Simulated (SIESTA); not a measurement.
PbF2 (Fluorocronite):

```
Pb F
1.0
     0.00000    2.96366    2.96366
     2.96366    0.00000    2.96366
     2.96366    2.96366    0.00000
Pb F
1 2
Cartesian
  0.0000 0.0000 0.0000
  4.4455 4.4455 4.4455
  1.4818 1.4818 1.4818
```

Base run:

```yaml
Program: SIESTA 5.4.2
Functional: PBE
Potentials_or_basis: PseudoDojo 0.4 standard (PBE files)
Basis: SZ (energy shift 0.003 Ry)
Grid_cutoff: 800 Ry
Energy_shift: 0.003 Ry
k_mesh: 8 × 8 × 8
Occupations: fermi-dirac, width 0.05 eV
Spin: no spin polarisation
```

Its results: band gap on the k mesh 3.60 eV, indirect (least direct gap 3.65 eV); pressure 2.9 GPa.

The run is repeated on the same cell with these changes: functional from PBE to vdW-DF-cx; basis from SZ (energy shift 0.003 Ry) to DZP (energy shift 0.003 Ry; two zetas on semicore shells). What comes out?

Band gap on the k mesh 4.34 eV, indirect (least direct gap 4.50 eV); pressure 0.2 GPa.

Several settings changed at once, so the effect can't be laid on one alone.

Caveats: spin-orbit coupling is left out, which as a rule narrows the gap of such compounds by several tenths of an eV; the basis of atomic orbitals isn't converged, which shifts pressures, moduli and gaps; the basis has no polarisation orbitals (some runs); the potentials were made for another functional, which shifts forces and pressure (some runs).
